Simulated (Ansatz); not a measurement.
# CoSi2: the cost of one run

Computed with Ansatz 0.2.0 through its Python package. Level of theory: DFT PBEsol, plane waves, PAW.

The COD entry's cell or inner coordinates are ideal or old and differ from later refinements, so a difference from it is no clean test against experiment.

**1. The system**

Symmetry: Fm-3m, No. 225, cubic system. Conventional cell: a = 5.356 Å, b = 5.356 Å, c = 5.356 Å, α = 90.00°, β = 90.00°, γ = 90.00°. Around Co (site symmetry m-3m) lie 8 Si at 2.32 Å. Around Si (site symmetry -43m) lie 4 Co at 2.32 Å.

No structure file is read: the coordinates are typed or built in the script.

**2. The script**

The input, orders_cosi2.py:

```python
"""Ferro, antiferro and non-magnetic states of CoSi2."""

import ansatz as az
import numpy as np


def count_gap(report):
    # lowest empty less highest filled band, counting bands; zero where they overlap
    return max(report.get("gap_by_band_count_ev") or 0.0, 0.0)

CELL = [
    [0.0, 2.678, 2.678],
    [5.356, 0.0, 5.356],
    [2.678, 2.678, 0.0],
]
ATOMS = [
    ("Co", [0.0, 0.0, 0.0]),
    ("Si", [0.25, 0.125, 0.25]),
    ("Si", [0.75, 0.375, 0.75]),
    ("Co", [0.0, 0.5, 0.0]),
    ("Si", [0.25, 0.625, 0.25]),
    ("Si", [0.75, 0.875, 0.75]),
]


def build(moments):
    crystal = az.Crystal(lattice=az.Lattice.of(CELL))
    for (symbol, position), moment in zip(ATOMS, moments):
        crystal = crystal.atom(symbol, position, moment=moment or None)
    return crystal


def main() -> None:
    # starting moments in muB, one an atom
    orders = {
        "FM": [2.5, 0, 0, 2.5, 0, 0],
        "AFM": [2.5, 0, 0, -2.5, 0, 0],
    }

    rows = []
    for label, moments in orders.items():
        base = build(moments).calculation()
        base = base.functional(az.Functional.PBESOL).kpoints(10, 10, 10, center="gamma")
        base = base.occupations("fermi_dirac", width=0.15).spin("collinear")
        base = base.band_table()
        report = base.run(threads=1, backend="cpu").report
        rows.append((label, report["free_energy_ev"], report["magnetization_mub"], report["absolute_magnetization_mub"], max(abs(m) for m in report["site_moments_mub"]), count_gap(report)))
        print(label, "site moments:", [round(m, 2) for m in report["site_moments_mub"]])

    lowest = min(row[1] for row in rows)
    rows = [(row[0], 1000 * (row[1] - lowest) / 2, *row[2:]) for row in sorted(rows, key=lambda row: row[1])]
    print("         order  meV/magnetic atom         net muB    absolute muB  largest site muB  gap by band count eV")
    for row in rows:
        print(f"{str(row[0]):>14s}  {row[1]:17.2f}  {row[2]:14.3f}  {row[3]:14.3f}  {row[4]:16.3f}  {row[5]:20.3f}")
    print("lowest of these starts:", rows[0][0])


if __name__ == "__main__":
    main()
```

**3. The input behind the calls**

The package turns the script's settings into the engine's input (first run):

```yaml
crystal:
  lattice:
    - [0.0, 2.678, 2.678]
    - [5.356, 0.0, 5.356]
    - [2.678, 2.678, 0.0]
  atoms:
    - { symbol: Co, position: [0.0, 0.0, 0.0], spin: 2.5 }
    - { symbol: Si, position: [0.25, 0.125, 0.25] }
    - { symbol: Si, position: [0.75, 0.375, 0.75] }
    - { symbol: Co, position: [0.0, 0.5, 0.0], spin: 2.5 }
    - { symbol: Si, position: [0.25, 0.625, 0.25] }
    - { symbol: Si, position: [0.75, 0.875, 0.75] }
kpoints:
  mp_grid:
    grid: [10, 10, 10]
    shift: [0.0, 0.0, 0.0]
hamiltonian:
  xc: pbesol
magnetization:
  spin_polarized: true
scf:
  occupations:
    method: fermi_dirac
    width: 0.15
output:
  eigenvalues: true
```

**4. The run**

Started as:

```bash
> python orders_cosi2.py
```

Q: Estimate wall time and peak memory on 1 thread of Arm Neoverse V2, shared host.

About 2.3 min, with a peak of 0.91 GiB.
